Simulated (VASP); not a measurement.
A run of VASP 6.6.1 is set up as follows.

File INCAR:

```
SYSTEM = Mg
PREC = Accurate
ENCUT = 600
EDIFF = 1E-7
ISMEAR = -1
SIGMA = 0.05
LREAL = .FALSE.
LASPH = .TRUE.
NELM = 100
ALGO = Normal
ISIF = 3
LWAVE = .FALSE.
LCHARG = .FALSE.
GGA = PS
IBRION = 2
NSW = 40
EDIFFG = -0.005
```

The input KPOINTS:

```
Automatic mesh
0
G
  7 7 7
  0 0 0
```

POSCAR

```
Mg
1.0
    0.0000000000      3.4835000000      3.4835000000
    3.4835000000      0.0000000000      3.4835000000
    3.4835000000      3.4835000000      0.0000000000
Mg
3
Direct
    0.0000000000      0.0000000000      0.0000000000
    0.2500000000      0.2500000000      0.2500000000
    0.7500000000      0.7500000000      0.7500000000
```

Potentials or basis: VASP PAW PBE potentials, release 64 (Mg).

Launch:

```sh
$ cat potpaw_PBE.64/Mg/POTCAR > POTCAR
$ mpirun -np 1 vasp_std > vasp.out
```

Problem. Predict the band gap on the k mesh.

Solution. None (metal or under the smearing width).

Problem. Estimate the relaxed cell.

Solution. a = 4.887 Å, b = 4.887 Å, c = 4.887 Å, α = 60.00°, β = 60.00°, γ = 60.00°.

Problem. Estimate the space group after relaxing (to 0.05 Å).

Solution. Fm-3m (No. 225).

Problem. Estimate the relaxed volume.

Solution. 27.51 Å³/atom.

The path:
```tsv
step	energy change (eV)	largest force (eV/Å)	pressure (GPa)	volume (Å³)
1	0.0000	0.0000	-0.61	84.54
2	-0.0034	0.0000	-0.23	83.24
3	-0.0040	0.0000	-0.01	82.53
```

Caveat: the PAW data sets were made with another functional, which shifts forces and pressure a little.
